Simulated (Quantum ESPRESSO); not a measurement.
## HfC under changes of volume

One of the cells (12.568 Å³/atom); the others are scaled copies at fixed shape and fractional positions:

```
Hf C
1.0
     0.00000    2.32500    2.32500
     2.32500    0.00000    2.32500
     2.32500    2.32500    0.00000
Hf C
1 1
Direct
  0.50000 0.50000 0.50000
  0.00000 0.00000 0.00000
```

```yaml
Program: Quantum ESPRESSO 7.5
Functional: PBE
Dispersion: D3(BJ)
Potentials_or_basis: PseudoDojo 0.4.1 SR PBE standard
Cutoff: 1116 eV
Density_cutoff: 4463 eV
k_mesh: 10 × 10 × 10
Occupations: fermi-dirac, width 0.05 eV
Spin: no spin polarisation
```

```csv
volume (Å³/atom),energy over the lowest point (meV/atom),pressure (GPa)
11.814,?,?
12.065,6.13,6.6
12.317,0.00,1.2
12.568,1.90,-3.6
12.819,11.07,-8.0
13.071,26.79,-12.0
13.322,48.43,-15.6
```

Q: What does the run at 11.814 Å³/atom give?

A: Energy over the lowest point 21.18 meV/atom; pressure 12.6 GPa.

Worked out: A Birch-Murnaghan fit of order 3 (a polynomial in V^(-2/3)) to the other rows has its minimum at 12.38 Å³/atom with B0 = V·E''(V) = 245 GPa and B' = 4.0. It gives 21.10 meV/atom at 11.814 Å³/atom, against the run's 21.18, and -dE/dV = 12.6 GPa, against 12.6.

Energies are extrapolated to zero smearing.

Caveats: pairwise dispersion overbinds metals, which lowers pressure and volume.
